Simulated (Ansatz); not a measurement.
# An added O started as a split pair with an O atom in corundum Al2O3, 121 atoms, charge 0

All numbers come from Ansatz (PAW, plane waves, no spin–orbit coupling) at the single k point (¼, ¼, ¼) without its symmetry partners. The atoms were relaxed with PBEsol in a fixed cell; other functionals are single points on those atoms unless said otherwise. The valence top and gap of the host come from its small cell on a dense mesh, with the band extrema sought between the mesh points, lined up by the mean potential, PBEsol gap 6.03 eV, r²SCAN gap 7.03 eV.

Cell: a = 9.548 Å, b = 9.548 Å, c = 13.014 Å, α = 90.00°, β = 90.00°, γ = 120.00°.

Nearest atoms after relaxation, from the placed atom (for vacancies from the middle of the vacant sites): O at 1.43 Å, Al at 1.85 Å, Al at 1.85 Å, Al at 1.96 Å, O at 2.13 Å, O at 2.44 Å, O at 2.44 Å, O at 2.48 Å.

Chemical potentials μ are those of reference phases of the elements at zero temperature by the same functional (the usual solids, diamond for C, grey Sn, and the molecules H2, N2, O2, F2, Cl2, Br2 and S8).

```csv
functional,E(defect) − E(host) − Σ nμ + q·E_VBM (eV),monopole (eV),alignment (eV),formation energy at E_F = VBM (eV),moment (μB),"wall time, shared host"
PBEsol,3.80,0.00,0.00,3.80,0 (no spin),7.8 s on NVIDIA GB200 (relaxation)
r²SCAN,4.08,0.00,0.00,4.08,0 (no spin),4 s on NVIDIA GB200
```

r²SCAN one-electron levels near the gap (the ten most localised at most), from the host's valence top:

```
level (eV)  spin  filling  atoms sharing it  element of the atom with most weight
     -0.28  both     2.00              62.7                                spread
     -0.21  both     2.00              58.6                                spread
     -0.20  both     2.00              59.6                                spread
     -0.17  both     2.00              58.9                                spread
     -0.16  both     2.00              61.8                                spread
     -0.10  both     2.00              59.5                                spread
     -0.05  both     2.00              16.9                                     O
      0.35  both     2.00               7.1                                     O
      0.73  both     2.00               4.2                                     O
      6.99  both     0.00               2.9                                     O
```

All elements are taken at their own reference at once; growth conditions in equilibrium with the host shift these energies, by up to the host's formation enthalpy.

One k point and a cell of this size can leave errors of several tenths of an eV in such numbers.
